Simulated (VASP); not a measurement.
# CdSe (P6_3mc) in VASP: a series of runs

Runs on CdSe. Level: PBE. Tasks: single point, relaxation of cell and atoms.

Program: VASP 6.6.1. These are calculated values, not measurements. Logs are shortened: lines on timing, memory, paths and dates and some standing lists are left out, and cuts for length are marked.

**Experimental background.**

From a printed reference work, data compilation, for a bulk crystal of CdSe at 2 K: band gap 1.841 eV.

The runs below are set against these values where they give the same quantity.

## 1. The cell of the first run

Symmetry: P6_3mc, No. 186, hexagonal system. Conventional cell: a = 4.386 Å, b = 4.386 Å, c = 7.159 Å, α = 90.00°, β = 90.00°, γ = 120.00°. Cd (site symmetry 3m) has 4 Se at 2.68 to 2.69 Å within 3.5 Å. Se (site symmetry 3m) has 4 Cd at 2.68 to 2.69 Å within 3.5 Å.

## 2. Single point, PBE

The input, INCAR:

```
ALGO = Normal ; EDIFF = 1E-6
ENCUT = 500 ; GGA = PE
GGA_COMPAT = F ; ISIF = 2
ISMEAR = 0 ; LASPH = T
LCHARG = T ; LELF = T
LREAL = F ; LVHAR = T
LWAVE = F ; NBANDS = 26
NELM = 120 ; PREC = Accurate
SIGMA = 0.02
```

The input, KPOINTS:

```
k-points
0
Gamma
  6 6 4
```

The input, POSCAR:

```
CdSe
1.0
    4.3863444643      0.0000000000      0.0000000000
   -2.1931722321      3.7986857358      0.0000000000
    0.0000000000      0.0000000000      7.1586093256
Cd Se
2 2
Direct
    0.6666666667      0.3333333333     -0.0003279823
    0.3333333333      0.6666666667      0.4996720177
    0.6666666667      0.3333333333      0.3753279823
    0.3333333333      0.6666666667      0.8753279823
```

Potentials or basis: VASP PAW PBE potentials, release 64 (Cd, Se).

Started as:

```console
$ cat potpaw_PBE.64/Cd/POTCAR potpaw_PBE.64/Se/POTCAR > POTCAR
$ mpirun -np 1 vasp_std > vasp.out
```

OUTCAR:

```text
EDIFF = 1E-6
   ENCUT = 500
   GGA = PE
   ISIF = 2
   ISMEAR = 0
   LASPH = T
   LREAL = F
   NELM = 120
   PREC = Accurate

 ion  position               nearest neighbor table
   1  0.667  0.333  1.000-   4 2.68   4 2.68   4 2.68   3 2.69
   2  0.333  0.667  0.500-   3 2.68   3 2.68   3 2.68   4 2.69
   3  0.667  0.333  0.375-   2 2.68   2 2.68   2 2.68   1 2.69
   4  0.333  0.667  0.875-   1 2.68   1 2.68   1 2.68   2 2.69

  LATTYP: Found a hexagonal cell.
 ALAT       =     4.3863444643
 C/A-ratio  =     1.6320216946

  Lattice vectors:

 A1 = (   4.3863444643,   0.0000000000,   0.0000000000)
 A2 = (  -2.1931722321,   3.7986857358,   0.0000000000)
 A3 = (   0.0000000000,   0.0000000000,   7.1586093256)

Analysis of symmetry for initial positions (statically):
=====================================================================
 Subroutine PRICEL returns:
 Original cell was already a primitive cell.

 Routine SETGRP: Setting up the symmetry group for a
 hexagonal supercell.

 Subroutine GETGRP returns: Found 12 space group operations
 (whereof  6 operations were pure point group operations)
 out of a pool of 24 trial point group operations.

The static configuration has the point symmetry C_3v.
 The point group associated with its full space group is C_6v.

Analysis of symmetry for dynamics (positions and initial velocities):
=====================================================================
 Subroutine PRICEL returns:
 Original cell was already a primitive cell.

 Routine SETGRP: Setting up the symmetry group for a
 hexagonal supercell.

 Subroutine GETGRP returns: Found 12 space group operations
 (whereof  6 operations were pure point group operations)
 out of a pool of 24 trial point group operations.

The dynamic configuration has the point symmetry C_3v.
 The point group associated with its full space group is C_6v.

 Subroutine INISYM returns: Found 12 space group operations
 (whereof  6 operations are pure point group operations),
 and found     1 'primitive' translations

----------------------------------------------------------------------------------------

                                     Primitive cell

  volume of cell :     119.2792

  direct lattice vectors                    reciprocal lattice vectors
     4.386344464  0.000000000  0.000000000     0.227980271  0.131624471  0.000000000
    -2.193172232  3.798685736  0.000000000     0.000000000  0.263248942  0.000000000
     0.000000000  0.000000000  7.158609326     0.000000000  0.000000000  0.139691937

  length of vectors
     4.386344464  4.386344464  7.158609326     0.263248942  0.263248942  0.139691937

  position of ions in fractional coordinates (direct lattice)
     0.666666667  0.333333333  0.999672018
     0.333333333  0.666666667  0.499672018
     0.666666667  0.333333333  0.375327982
     0.333333333  0.666666667  0.875327982

  ion indices of the primitive-cell ions
   primitive index   ion index
                 1           1
                 2           2
                 3           3
                 4           4

----------------------------------------------------------------------------------------

 KPOINTS: k-points

Automatic generation of k-mesh.
 Grid dimensions read from file:
 generate k-points for:    6    6    4

 Generating k-lattice:

  Cartesian coordinates                     Fractional coordinates (reciprocal lattice)
     0.037996712  0.021937412  0.000000000     0.166666667  0.000000000  0.000000000
     0.000000000  0.043874824  0.000000000     0.000000000  0.166666667  0.000000000
     0.000000000  0.000000000  0.034922984     0.000000000  0.000000000  0.250000000

  Length of vectors
     0.043874824  0.043874824  0.034922984

  Shift w.r.t. Gamma in fractional coordinates (k-lattice)
     0.000000000  0.000000000  0.000000000

 Subroutine IBZKPT returns following result:
 ===========================================

 Found     21 irreducible k-points:

 Following reciprocal coordinates:
            Coordinates               Weight
  0.000000  0.000000  0.000000      1.000000
  0.166667  0.000000  0.000000      6.000000
  0.333333  0.000000  0.000000      6.000000
  0.500000  0.000000  0.000000      3.000000
  0.166667  0.166667  0.000000      6.000000
  0.333333  0.166667  0.000000     12.000000
[... 13 lines left out ...]
  0.333333  0.166667  0.500000     12.000000
  0.333333  0.333333  0.500000      2.000000
   k-points           NKPTS =     21   k-points in BZ     NKDIM =     21   number of bands    NBANDS=     26
   number of dos      NEDOS =    301   number of ions     NIONS =      4
   total plane-waves  NPLWV =  55296
   dimension x,y,z NGX =    32 NGY =   32 NGZ =   54
   dimension x,y,z NGXF=    64 NGYF=   64 NGZF=  108
   ions per type =               2   2
   NGX,Y,Z   is equivalent  to a cutoff of  12.13, 12.13, 12.54 a.u.
   NGXF,Y,Z  is equivalent  to a cutoff of  24.26, 24.26, 25.08 a.u.
 SYSTEM =  unknown system
   PREC   = accura    normal or accurate (medium, high low for compatibility)
   ISTART =      0    job   : 0-new  1-cont  2-samecut
   ICHARG =      2    charge: 1-file 2-atom 10-const
   ISPIN  =      1    spin polarized calculation?
   LNONCOLLINEAR =      F non collinear calculations
   LSORBIT =      F    spin-orbit coupling
   LASPH  =      T    aspherical Exc in radial PAW
   ENCUT  =  500.0 eV  36.75 Ry    6.06 a.u.   8.00  8.00 13.05*2*pi/ulx,y,z
   NELM   =    120;   NELMIN=  2; NELMDL= -5     # of ELM steps
   EDIFF  = 0.1E-05   stopping-criterion for ELM
   LREAL  =      F    real-space projection
[... 7 lines left out ...]
   TEBEG  =    0.0;   TEEND  =   0.0 temperature during run
   PSTRESS=    0.0 pullay stress
   NELECT =      36.0000    total number of electrons
   NUPDOWN=      -1.0000    fix difference up-down
   EMIN   =  10.00;   EMAX   =-10.00  energy-range for DOS
   EFERMI =   0.00;   METHOD = LEGACY
   ISMEAR =     0;   SIGMA  =   0.02  broadening in eV -4-tet -1-fermi 0-gaus
   EFERMI_NEDOS =   21; number of points for ismear=-14 and -15
   IALGO  =     38    algorithm
   IMIX   =      4    mixing-type and parameters
     AMIX     =   0.40;   BMIX     =  1.00
     AMIX_MAG =   1.60;   BMIX_MAG =  1.00
  volume/ion in A,a.u.               =      29.82       201.23
  Fermi-wavevector in a.u.,A,eV,Ry     =   1.098131  2.075166 16.407147  1.205891
  Thomas-Fermi vector in A             =   2.234503
   LORBIT       =      0    0 simple, 1 ext, 2 COOP (PROOUT), +10 PAW based schemes
   GGA     = PE    functional components
   LHFCALC =     F    Hartree Fock is set to
   AEXX    =    0.0000 exact exchange contribution
   IVDW    =     0    specifies the selected vdW correction
   LEPSILON=     F    determine dielectric tensor
   LRPA    =     F    only Hartree local field effects (RPA)
 non-spin polarized calculation
 Gauss-broadening in eV      SIGMA  =   0.02
  energy-cutoff  :      500.00
  volume of cell :      119.28
 maximum number of plane-waves:      3042
 NGX is ok and might be reduce to    32
   NGX = 15   NGY = 15   NGZ = 27

 number of electron      36.0000007 magnetization

 Free energy of the ion-electron system (eV)
  ---------------------------------------------------
  ext. energy  EPLUGINS =         0.00000000
  ---------------------------------------------------
  free energy    TOTEN  =       -10.99112615 eV

  energy without entropy =      -10.99112615  energy(sigma->0) =      -10.99112615

 E-fermi :   0.6036     XC(G=0):  -8.6159

 val. band max:        0.5024361048   @ k =   0.0000   0.0000   0.0000
 cond. band min:       1.0374464637   @ k =   0.0000   0.0000   0.0000
 fundamental gap:      0.5350103589
 Fermi energy:         0.6035556567

 k-point     1 :       0.0000    0.0000    0.0000
  band No.  band energies     occupation
      1     -11.7875      2.00000
      2     -11.4598      2.00000
      3      -7.2515      2.00000
      4      -7.2453      2.00000
      5      -7.2453      2.00000
      6      -7.1878      2.00000
[... 18 lines left out ...]
     25       7.4544      0.00000
     26       7.9931      0.00000

 k-point     2 :       0.1667    0.0000    0.0000
  band No.  band energies     occupation
      1     -11.7155      2.00000
      2     -11.4277      2.00000
      3      -7.2295      2.00000
      4      -7.2210      2.00000
      5      -7.1854      2.00000
      6      -7.1542      2.00000
[... 18 lines left out ...]
     25       7.6342      0.00000
     26       8.0368      0.00000

 k-point     3 :       0.3333    0.0000    0.0000
  band No.  band energies     occupation
      1     -11.5591      2.00000
      2     -11.3735      2.00000
      3      -7.1917      2.00000
      4      -7.1827      2.00000
      5      -7.0921      2.00000
      6      -7.0864      2.00000
[... 18 lines left out ...]
     25       8.2709      0.00000
     26       8.5116      0.00000

 k-point     4 :       0.5000    0.0000    0.0000
  band No.  band energies     occupation
      1     -11.4654      2.00000
      2     -11.3609      2.00000
      3      -7.1783      2.00000
      4      -7.1701      2.00000
      5      -7.0552      2.00000
      6      -7.0411      2.00000
[... 18 lines left out ...]
     25       8.2962      0.00000
     26       9.9464      0.00000
[... 409 lines left out ...]
      1     -11.4889      2.00000
      2     -11.4889      2.00000
      3      -7.1620      2.00000
      4      -7.1620      2.00000
      5      -7.1437      2.00000
      6      -7.1437      2.00000
[... 18 lines left out ...]
     25       7.9213      0.00000
     26       7.9213      0.00000

 k-point    20 :       0.3333    0.1667    0.5000
  band No.  band energies     occupation
      1     -11.4082      2.00000
      2     -11.4082      2.00000
      3      -7.1390      2.00000
      4      -7.1390      2.00000
      5      -7.1146      2.00000
      6      -7.1146      2.00000
[... 18 lines left out ...]
     25       8.3510      0.00000
     26       8.3510      0.00000

 k-point    21 :       0.3333    0.3333    0.5000
  band No.  band energies     occupation
      1     -11.3819      2.00000
      2     -11.3819      2.00000
      3      -7.1213      2.00000
      4      -7.1213      2.00000
      5      -7.1132      2.00000
      6      -7.1132      2.00000
[... 18 lines left out ...]
     25       9.0834      0.00000
     26       9.0834      0.00000

------------------------ aborting loop because EDIFF is reached ----------------------------------------

  FORCE on cell =-STRESS in cart. coord.  units (eV):
  Direction    XX          YY          ZZ          XY          YZ          ZX
  --------------------------------------------------------------------------------------
  -------------------------------------------------------------------------------------
  Total        0.1092014      0.1092014      0.1133644      0.0000000     -0.0000000      0.0000000
  in kB        1.4668110      1.4668110      1.5227280      0.0000000     -0.0000000      0.0000000
  external PRESSURE =       1.4854500 kB  Pullay stress =       0.0000000 kB

 VOLUME and BASIS-vectors are now :
 -----------------------------------------------------------------------------
  energy-cutoff  :      500.00
  volume of cell :      119.28
      direct lattice vectors                 reciprocal lattice vectors
     4.386344464  0.000000000  0.000000000     0.227980271  0.131624471  0.000000000
    -2.193172232  3.798685736  0.000000000     0.000000000  0.263248942  0.000000000
     0.000000000  0.000000000  7.158609326     0.000000000  0.000000000  0.139691937

 POSITION                                       TOTAL-FORCE (eV/Angst)
 -----------------------------------------------------------------------------------
      2.19317      1.26623      7.15626        -0.000000      0.000000     -0.002114
     -0.00000      2.53246      3.57696        -0.000000      0.000000     -0.002114
      2.19317      1.26623      2.68683         0.000000      0.000000      0.002114
     -0.00000      2.53246      6.26613        -0.000000     -0.000000      0.002114
 -----------------------------------------------------------------------------------
    total drift:                               -0.000000     -0.000000      0.000396

  FREE ENERGIE OF THE ION-ELECTRON SYSTEM (eV)
  ---------------------------------------------------
  free  energy   TOTEN  =       -10.9911261500 eV

  energy  without entropy=      -10.9911261500  energy(sigma->0) =      -10.99112615
```

Run time: 82 s. Hardware: 1 thread of AMD EPYC 7R13, shared host; peak memory 0.24 GiB.

What came out:

```
Free energy            : -10.9911 eV
Pressure               : 0.1 GPa
Band gap on the k mesh : 0.54 eV
```

Forces on the atoms (eV/Å):
```
Cd   0.000  0.000 -0.002
Cd   0.000  0.000 -0.002
Se   0.000  0.000  0.002
Se   0.000  0.000  0.002
```

Caveat: semilocal functionals underestimate gaps, and a narrow one can read as zero.

(Continued in part 2 of 2.)
